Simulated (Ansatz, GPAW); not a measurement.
## TiNi: 3 runs at one level of theory

```
Ni Ti
1.0
     3.82195    0.00000    0.00000
     0.00000    3.82195    0.00000
     0.00000    0.00000    3.63625
Ni Ti
2 2
Cartesian
  0.0000 0.0000 0.0000
  1.9110 1.9110 0.0000
  1.9110 0.0000 1.8879
  0.0000 1.9110 1.7483
```

The cell comes from a database or a generator and needn't be the stable form of this composition.

Alike in all runs: task single point; functional PBEsol; k mesh 7 × 7 × 7; occupations fermi-dirac, width 0.05 eV; collinear spin, ferromagnetic start; no spin-orbit coupling. Pressure is positive in compression and, in plane waves, holds the error of the finite cutoff, which Ansatz's Pulay term estimates and takes out.

| program and potentials | plane-wave cutoff (eV) | notes | pressure (GPa) | net moment per atom (μB) | largest force (eV/Å) |
| --- | --- | --- | --- | --- | --- |
| Ansatz, Ansatz PAW | 420 | potentials made for PBE, which Ansatz adapts in part; 15 valence electrons an atom on average; Pulay term of +0.03 GPa included | -5.15 | 0.00 | 0.100 |
| GPAW, PAW data sets generated for this functional | 600 | 14 valence electrons an atom on average; this data set often lies off other programs | -4.79 | 0.00 | 0.118 |
| Ansatz, all-electron LAPW, scalar-relativistic | - | - | -5.18 | 0.00 | 0.099 |

Force on atom 3 (Ti), eV/Å:

```csv
program and potentials,x,y,z
"Ansatz, Ansatz PAW",0.000,0.000,-0.100
"GPAW, PAW data sets generated for this functional",0.000,0.000,-0.118
"Ansatz, all-electron LAPW, scalar-relativistic",0.000,0.000,-0.099
```

The pressure spans -5.18 (Ansatz, all-electron LAPW, scalar-relativistic) to -4.79 GPa (GPAW, PAW data sets generated for this functional), with all-electron results at -5.18. All agree on the net moment per atom. The state is the one that the start led to, which needn't be the lowest.

The functional is the same throughout but for its coding, so the spread measures potentials, basis and numerics; runs on potential files found faulty are left out.
